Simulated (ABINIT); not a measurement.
La2O3, 5 atoms in the cell. It takes space group P321 (No. 150, trigonal). The conventional cell has a = 6.370 Å, b = 6.370 Å, c = 3.290 Å, α = 90.00°, β = 90.00°, γ = 120.00°. La (site symmetry 3) has 6 O at 2.46 to 2.47 Å as nearest neighbours. O (site symmetry 2) has 4 La at 2.46 to 2.47 Å as nearest neighbours. The cell comes from a database or a generator and needn't be the stable form of this composition.

```yaml
Program: ABINIT 10.8.3 (patched build)
Task: relaxation of cell and atoms
Functional: LDA
Potentials_or_basis: JTH PAW LDA v2.0
Cutoff: 626 eV
k_mesh: 4 × 4 × 7
Occupations: fermi-dirac, width 0.05 eV
Spin: no spin polarisation
Cell_freedom_optcell: 2
Cutoff_smearing_ecutsm_Ha: 0.5
Optimiser_ionmov: 2
Force_stop_Ha/bohr: 5e-05
Fine-grid_cutoff: 1224.51 eV
```

Potentials or basis: JTH PAW LDA v2.0.

Launch:

```bash
$ abinit run.abi > log 2>&1
```

Hardware: 1 thread of Arm Neoverse V1, on a shared host.

Q: How long does it take, and how much memory?

A: It took 40 min on 1 thread of Arm Neoverse V1, on a shared host, peak memory 0.25 GiB. Counts: scf iterations 234, mpi ranks 1, k points 19, bands 27, plane waves 5194, ion steps 19.
